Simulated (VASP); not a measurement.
# MgSi3 (I4/mmm) in VASP: a series of runs

The runs below take MgSi3 through single point, with PBEsol.

Program: VASP 6.6.1. These are calculated values, not measurements. Logs are shortened: lines on timing, memory, paths and dates and some standing lists are left out, and cuts for length are marked.

## Step 1: Starting point

The structure is tetragonal, space group I4/mmm (No. 139). Conventional cell: a = 3.907 Å, b = 3.907 Å, c = 8.126 Å, α = 90.00°, β = 90.00°, γ = 90.00°. Mg (site symmetry 4/mmm) has 12 Si at 2.76 to 2.82 Å as nearest neighbours. Around Si (site symmetry 4/mmm) lie 4 Mg at 2.76 Å and 8 Si at 2.82 Å. Si (site symmetry -4m2) is surrounded by 8 Si at 2.76 to 2.82 Å and 4 Mg at 2.82 Å.

The cell comes from a database or a generator and needn't be the stable form of this composition.

## Step 2: Single point, PBEsol (cell and atoms relaxed tightly for response)

INCAR reads:

```
SYSTEM = MgSi3
PREC = Accurate ; ENCUT = 520
EDIFF = 1E-6 ; ISMEAR = -1
SIGMA = 0.15 ; LREAL = .FALSE.
LASPH = .TRUE. ; NELM = 100
ALGO = Fast ; ISIF = 2
LWAVE = .FALSE. ; LCHARG = .FALSE.
GGA = PS ; NBANDS = 15
```

KPOINTS reads:

```
regular mesh
0
G
  16 16 16
  0 0 0
```

POSCAR reads:

```
MgSi3
1.0
   -1.9511271646      1.9511271646      4.0754244616
    1.9511271646     -1.9511271646      4.0754244616
    1.9511271646      1.9511271646     -4.0754244616
Mg Si
1 3
Direct
    0.0000000000      0.0000000000      0.0000000000
    0.5000000000      0.5000000000      0.0000000000
    0.2500000000      0.7500000000      0.5000000000
    0.7500000000      0.2500000000      0.5000000000
```

Potentials or basis: VASP PAW PBE potentials, release 64 (Mg, Si).

Started as:

```
cat potpaw_PBE.64/Mg/POTCAR potpaw_PBE.64/Si/POTCAR > POTCAR
mpirun -np 1 vasp_std > vasp.out
```

OUTCAR:

```text
SYSTEM = MgSi3
   PREC = Accurate
   ENCUT = 520
   EDIFF = 1E-6
   ISMEAR = -1
   LREAL = .FALSE.
   LASPH = .TRUE.
   NELM = 100
   ISIF = 2
   GGA = PS

 ion  position               nearest neighbor table
   1  0.000  0.000  0.000-   2 2.76   2 2.76   2 2.76   2 2.76   4 2.82   3 2.82   4 2.82   3 2.82
                             4 2.82   4 2.82   3 2.82   3 2.82
   2  0.500  0.500  0.000-   1 2.76   1 2.76   1 2.76   1 2.76   4 2.82   3 2.82   4 2.82   4 2.82
                             3 2.82   3 2.82   4 2.82   3 2.82
   3  0.250  0.750  0.500-   4 2.76   4 2.76   4 2.76   4 2.76   2 2.82   1 2.82   2 2.82   2 2.82
                             1 2.82   1 2.82   2 2.82   1 2.82
   4  0.750  0.250  0.500-   3 2.76   3 2.76   3 2.76   3 2.76   2 2.82   1 2.82   2 2.82   1 2.82
                             2 2.82   2 2.82   1 2.82   1 2.82

  LATTYP: Found a body centered tetragonal cell.
 ALAT       =     3.9022543292
 C/A-ratio  =     2.0887538934

  Lattice vectors:

 A1 = (  -1.9511271646,   1.9511271646,   4.0754244616)
 A2 = (   1.9511271646,  -1.9511271646,   4.0754244616)
 A3 = (   1.9511271646,   1.9511271646,  -4.0754244616)

Analysis of symmetry for initial positions (statically):
=====================================================================
 Subroutine PRICEL returns:
 Original cell was already a primitive cell.

 Routine SETGRP: Setting up the symmetry group for a
 body centered tetragonal supercell.

 Subroutine GETGRP returns: Found 16 space group operations
 (whereof 16 operations were pure point group operations)
 out of a pool of 16 trial point group operations.

The static configuration has the point symmetry D_4h.

Analysis of symmetry for dynamics (positions and initial velocities):
=====================================================================
 Subroutine PRICEL returns:
 Original cell was already a primitive cell.

 Routine SETGRP: Setting up the symmetry group for a
 body centered tetragonal supercell.

 Subroutine GETGRP returns: Found 16 space group operations
 (whereof 16 operations were pure point group operations)
 out of a pool of 16 trial point group operations.

The dynamic configuration has the point symmetry D_4h.

 Subroutine INISYM returns: Found 16 space group operations
 (whereof 16 operations are pure point group operations),
 and found     1 'primitive' translations

----------------------------------------------------------------------------------------

                                     Primitive cell

[... 109 lines left out ...]
   ISMEAR =    -1;   SIGMA  =   0.15  broadening in eV -4-tet -1-fermi 0-gaus
   EFERMI_NEDOS =   21; number of points for ismear=-14 and -15
   IALGO  =     68    algorithm
   IMIX   =      4    mixing-type and parameters
     AMIX     =   0.40;   BMIX     =  1.00
     AMIX_MAG =   1.60;   BMIX_MAG =  1.00
  volume/ion in A,a.u.               =      15.51       104.70
  Fermi-wavevector in a.u.,A,eV,Ry     =   0.996589  1.883281 13.513171  0.993190
  Thomas-Fermi vector in A             =   2.128688
   LORBIT       =      0    0 simple, 1 ext, 2 COOP (PROOUT), +10 PAW based schemes
   GGA     = PS    functional components
   LHFCALC =     F    Hartree Fock is set to
   AEXX    =    0.0000 exact exchange contribution
   IVDW    =     0    specifies the selected vdW correction
   LEPSILON=     F    determine dielectric tensor
   LRPA    =     F    only Hartree local field effects (RPA)
 non-spin polarized calculation
 RMM-DIIS sequential band-by-band and
  energy-cutoff  :      520.00
  volume of cell :       62.06
 maximum number of plane-waves:      1699
 NGX is ok and might be reduce to    40
   NGX = 19   NGY = 19   NGZ = 19

 number of electron      14.0000000 magnetization

 Free energy of the ion-electron system (eV)
  ---------------------------------------------------
  ext. energy  EPLUGINS =         0.00000000
  ---------------------------------------------------
  free energy    TOTEN  =       -18.08582972 eV

  energy without entropy =      -17.96650535  energy(sigma->0) =      -18.02616753

 E-fermi :   8.1509     XC(G=0): -10.6803

 val. band max:        8.1486447609   @ k =   0.3125   0.1875   0.1250
 cond. band min:       8.1528065096   @ k =  -0.1875   0.2500   0.1875
 fundamental gap:      0.0041617487
 Fermi energy:         8.1509006817

 k-point     1 :       0.0000    0.0000    0.0000
  band No.  band energies     occupation
      1      -4.8450      2.00000
      2       3.4896      2.00000
      3       3.6038      2.00000
      4       5.3806      2.00000
      5       5.4794      2.00000
      6       5.4794      2.00000
      7       6.8894      1.99955
      8       6.8894      1.99955
      9       7.3508      1.99040
     10       8.3729      0.37089
     11      10.3470      0.00000
     12      13.0789      0.00000
     13      13.0789      0.00000
     14      13.4729      0.00000
[... 401 lines left out ...]
      2       3.5270      2.00000
      3       3.6069      2.00000
      4       4.3661      2.00000
      5       5.2035      2.00000
      6       6.0828      2.00000
      7       6.6222      1.99993
      8       6.6852      1.99989
      9       8.2780      0.59995
     10       8.8139      0.02379
     11      10.6954      0.00000
     12      11.6082      0.00000
     13      13.1507      0.00000
     14      14.5762      0.00000
     15      17.8715      0.00000

 [... further k-points ...]

------------------------ aborting loop because EDIFF is reached ----------------------------------------

  FORCE on cell =-STRESS in cart. coord.  units (eV):
  Direction    XX          YY          ZZ          XY          YZ          ZX
  --------------------------------------------------------------------------------------
  -------------------------------------------------------------------------------------
  Total        0.0156479      0.0156479      0.0130003      0.0000000     -0.0000000      0.0000000
  in kB        0.4039825      0.4039825      0.3356292      0.0000000     -0.0000000      0.0000000
  external PRESSURE =       0.3811981 kB  Pullay stress =       0.0000000 kB

 VOLUME and BASIS-vectors are now :
 -----------------------------------------------------------------------------
  energy-cutoff  :      520.00
  volume of cell :       62.06
      direct lattice vectors                 reciprocal lattice vectors
    -1.951127165  1.951127165  4.075424462     0.000000000  0.256262128  0.122686607
     1.951127165 -1.951127165  4.075424462     0.256262128  0.000000000  0.122686607
     1.951127165  1.951127165 -4.075424462     0.256262128  0.256262128  0.000000000

 POSITION                                       TOTAL-FORCE (eV/Angst)
 -----------------------------------------------------------------------------------
      0.00000      0.00000      0.00000         0.000000      0.000000     -0.000000
      0.00000      0.00000      4.07542         0.000000      0.000000     -0.000000
      1.95113      0.00000      2.03771        -0.000000     -0.000000      0.000000
      0.00000      1.95113      2.03771        -0.000000     -0.000000     -0.000000
 -----------------------------------------------------------------------------------
    total drift:                                0.000000     -0.000000     -0.000000

  FREE ENERGIE OF THE ION-ELECTRON SYSTEM (eV)
  ---------------------------------------------------
  free  energy   TOTEN  =       -18.0858297232 eV

  energy  without entropy=      -17.9665053457  energy(sigma->0) =      -18.02616753
```

OSZICAR:

```text
N       E                     dE             d eps       ncg     rms          rms(c)
DAV:   1     0.165879517614E+02    0.16588E+02   -0.54991E+03 10590   0.770E+02
DAV:   2    -0.169976688416E+02   -0.33586E+02   -0.30870E+02 13625   0.109E+02
DAV:   3    -0.182032164048E+02   -0.12055E+01   -0.11936E+01 14178   0.182E+01
DAV:   4    -0.182111100387E+02   -0.78936E-02   -0.78902E-02 12570   0.191E+00
DAV:   5    -0.182111847303E+02   -0.74692E-04   -0.74688E-04 14234   0.172E-01    0.437E+00
RMM:   6    -0.181315232356E+02    0.79661E-01   -0.18344E-02 10481   0.597E-01    0.254E+00
RMM:   7    -0.180861323843E+02    0.45391E-01   -0.38209E-02 11955   0.905E-01    0.179E-01
RMM:   8    -0.180858345193E+02    0.29787E-03   -0.31520E-03 11680   0.334E-01    0.136E-01
RMM:   9    -0.180858285177E+02    0.60016E-05   -0.49995E-04 12539   0.149E-01    0.838E-02
RMM:  10    -0.180858307881E+02   -0.22704E-05   -0.10623E-04 12399   0.694E-02    0.214E-02
RMM:  11    -0.180858290802E+02    0.17079E-05   -0.28950E-05 12041   0.343E-02    0.151E-02
RMM:  12    -0.180858297232E+02   -0.64306E-06   -0.68732E-06 12024   0.180E-02
   1 F= -.18085830E+02 E0= -.18026168E+02  d E =-.119324E+00
```

It took 4.5 min on 1 thread of Intel Xeon Platinum 8488C (Sapphire Rapids), shared host; peak memory 0.46 GiB.

What came out:

```yaml
Free_energy: -18.0858 eV
Pressure: 0.0 GPa
Band_gap_on_the_k_mesh: none (metal or under the smearing width)
```

Levels at points of the mesh, in eV from the Fermi level:
```tsv
k point	band 3	band 4	band 5	band 6	band 7	band 8	band 9	band 10	band 11	band 12
(0.00, 0.00, 0.00)	-4.55	-2.77	-2.67	-2.67	-1.26	-1.26	-0.80	0.22	2.20	4.93
(0.50, 0.00, 0.00)	-6.04	-5.17	-1.93	-0.87	-0.47	0.42	2.13	2.15	2.28	4.31
(0.50, 0.50, 0.00)	-7.33	-6.10	-5.40	-4.32	-0.65	0.51	0.63	2.15	7.49	7.69
(0.50, 0.50, 0.50)	-4.04	-4.04	-4.04	-1.34	3.00	3.28	3.28	3.76	4.78	4.78
```

Caveat: the PAW data sets were made with another functional, which shifts forces and pressure a little.

## Step 3: Single point, PBEsol

INCAR reads:

```
SYSTEM = MgSi3
ALGO = Fast
EDIFF = 1E-7
ENCUT = 520
GGA = PS
ISIF = 2
ISMEAR = 0
LASPH = .TRUE.
LCHARG = .TRUE.
LELF = .TRUE.
LREAL = .FALSE.
LVHAR = .TRUE.
LWAVE = .FALSE.
NBANDS = 15
NELM = 100
PREC = Accurate
SIGMA = 0.1
```

KPOINTS reads:

```
k-points
0
G
  16 16 16
  0 0 0
```

POSCAR reads:

```
MgSi3
1.0
   -1.9532703303      1.9532703303      4.0630647754
    1.9532703303     -1.9532703303      4.0630647754
    1.9532703303      1.9532703303     -4.0630647754
Mg Si
1 3
Direct
    0.0000000000      0.0000000000      0.0000000000
    0.5000000000      0.5000000000      0.0000000000
    0.2500000000      0.7500000000      0.5000000000
    0.7500000000      0.2500000000      0.5000000000
```

Potentials or basis: VASP PAW PBE potentials, release 64 (Mg, Si).

Started as:

```
cat potpaw_PBE.64/Mg/POTCAR potpaw_PBE.64/Si/POTCAR > POTCAR
mpirun -np 1 vasp_std > vasp.out
```

It took 3.8 min on 1 thread of Intel Xeon Platinum 8559C (Emerald Rapids), shared host; peak memory 0.47 GiB.

The run converged. Its results:

| Quantity | Value |
| --- | --- |
| Free energy | -18.0297 eV |
| Pressure | 0.0 GPa |
| Band gap on the k mesh | none (metal or under the smearing width) |

Levels at points of the mesh, in eV from the Fermi level:
```
           k point  band 5  band 6  band 7  band 8  band 9  band 10
(0.00, 0.00, 0.00)   -2.68   -2.68   -1.28   -1.28   -0.83     0.20
(0.50, 0.00, 0.00)   -1.96   -0.90   -0.50    0.39    2.17     2.18
(0.50, 0.50, 0.00)   -5.41   -4.32   -0.63    0.55    0.65     2.18
(0.50, 0.50, 0.50)   -4.07   -1.37    3.00    3.30    3.30     3.79
```

Caveat: the PAW data sets were made with another functional, which shifts forces and pressure a little.
